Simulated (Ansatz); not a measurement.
TiO2 (I4_1/amd): from strained cells to moduli

```
CELL_PARAMETERS angstrom
-1.86966 1.86966 4.72784
1.86966 -1.86966 4.72784
1.86966 1.86966 -4.72784
ATOMIC_POSITIONS crystal
Ti 0.00000 0.00000 0.00000
Ti 0.75000 0.25000 0.50000
O 0.20798 0.20798 0.00000
O 0.95798 0.45798 0.50000
O 0.54202 0.04202 0.50000
O 0.79202 0.79202 0.00000
```

Computed, not measured; unless marked otherwise by LDA, all-electron LAPW in Ansatz 0.2.0, scalar-relativistic. k mesh 8×8×8, strains of ±0.005, fixed occupations, basis error target 1 meV/atom. The cell was relaxed by PAW under this functional.

The cell is tetragonal and carries a residual pressure of 0.22 GPa at this level. Each strain component that symmetry leaves independent is applied at ±0.005, the ions relax wherever a strain frees them, and the stress (tension positive, GPa) is read. Shears are engineering strains, γ = 2ε.

```tsv
strain	size	σxx	σyy	σzz	σyz	σxz	σxy
xx	-0.005	-2.2610	-1.0913	-0.9601	0.0000	0.0000	0.0000
xx	+0.005	1.6615	0.5466	0.6434	0.0000	0.0000	0.0000
zz	-0.005	-1.0672	-1.0672	-1.1553	0.0000	0.0000	0.0000
zz	+0.005	0.5373	0.5373	0.8726	0.0000	0.0000	0.0000
yz	-0.005	-0.2530	-0.2603	-0.1371	-0.2354	0.0000	0.0000
yz	+0.005	-0.2530	-0.2602	-0.1372	0.2351	0.0000	0.0000
xy	-0.005	-0.2597	-0.2597	-0.1384	0.0000	0.0000	-0.3085
xy	+0.005	-0.2597	-0.2597	-0.1384	0.0000	0.0000	0.3085
```

A central difference gives one constant, for example C11 ≈ (1.6615 − (-2.2610))/(0.01) = 392.3 GPa; the program then imposes the crystal's symmetry on the whole matrix.

**Question.** What are the independent elastic constants?

**Answer.** C11 = 392.3, C12 = 163.8, C13 = 160.4, C33 = 202.8, C44 = 47.0, C66 = 61.7 GPa.

**Question.** Is the crystal stable against homogeneous strain?

**Answer.** The least eigenvalue of the 6×6 matrix is 47.0 GPa, so yes.

**Question.** What moduli does a random aggregate of grains have?

**Answer.** Voigt and Reuss bounds: B from 191.6 to 217.4 and G from 56.3 to 64.7 GPa; their means are B = 204.5 and G = 60.5 GPa. Then E = 9BG/(3B + G) = 165.2 GPa, ν = (3B − 2G)/(6B + 2G) = 0.365 and B/G = 3.38, on the ductile side of Pugh's 1.75 (a rule of thumb, made for metals; it doesn't predict ductility here).

**Question.** With the density of 4.012 g/cm³, how fast does sound travel, and what Debye temperature follows?

**Answer.** 

| direction | slow (m/s) | middle (m/s) | fast (m/s) |
| --- | --- | --- | --- |
| x | 3424 | 3922 | 9888 |
| y | 3424 | 3922 | 9888 |
| z | 3424 | 3424 | 7109 |

The mean of v⁻³ over directions and branches gives v_m = 4277 m/s and θ_D = (ħ/k_B) v_m (6π²n)^(1/3) = 572 K, n being atoms per volume. Young's modulus spans 110 to 260 GPa over directions, and the universal anisotropy index is 0.87.

**Question.** How far do the constants move if PAW replaces LAPW in the same cell?

**Answer.** 

```
constant  LAPW (GPa)  PAW (GPa)  difference
     C11       392.3      389.1        -3.2
     C12       163.8      163.4        -0.4
     C13       160.4      159.8        -0.6
     C33       202.8      202.4        -0.4
     C44        47.0       46.8        -0.2
     C66        61.7       61.8         0.1
```

Limits of these numbers: the frozen-core PAW files of the compared runs were fitted under PBE, their cores solved anew for this functional.
